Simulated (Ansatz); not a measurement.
MnO:

```xyz
2
Lattice="0.0000 2.2239 2.2239 2.2239 0.0000 2.2239 2.2239 2.2239 0.0000" Properties=species:S:1:pos:R:3 pbc="T T T"
Mn    0.0000    0.0000    0.0000
O     2.2239    2.2239    2.2239
```

The cell is a database's computed one.

Program: Ansatz 0.2.0. Alike in all runs: potentials or basis Ansatz PAW; spin collinear, ferromagnetic start; cell as given; k mesh 6 × 6 × 6; smearing fermi-dirac 0.05 eV.

**Question.** Order these runs on this cell by their band gap on the k mesh, lowest first.
A. level LDA; cutoff (eV) 420; points for each segment of the path 14; mesh quality coarse
B. level r2SCAN0; cutoff (eV) 500; mesh quality not flagged
C. level PBE0; cutoff (eV) 420; mesh quality not flagged
D. level HSE06; cutoff (eV) 420; points for each segment of the path 4; mesh quality not flagged

**Answer.** A (metal), D (1.24 eV), C (1.96 eV), B (2.49 eV).

Caveats: some runs use coarse meshes; a cell with one magnetic atom can't hold antiferromagnetic order, which such compounds often take; the magnetic or orbital state may not be the lowest (some runs); semilocal functionals often make such compounds metallic where correlation or magnetic order opens a gap, which also shifts bond lengths (some runs).

A k mesh can miss the band edges.
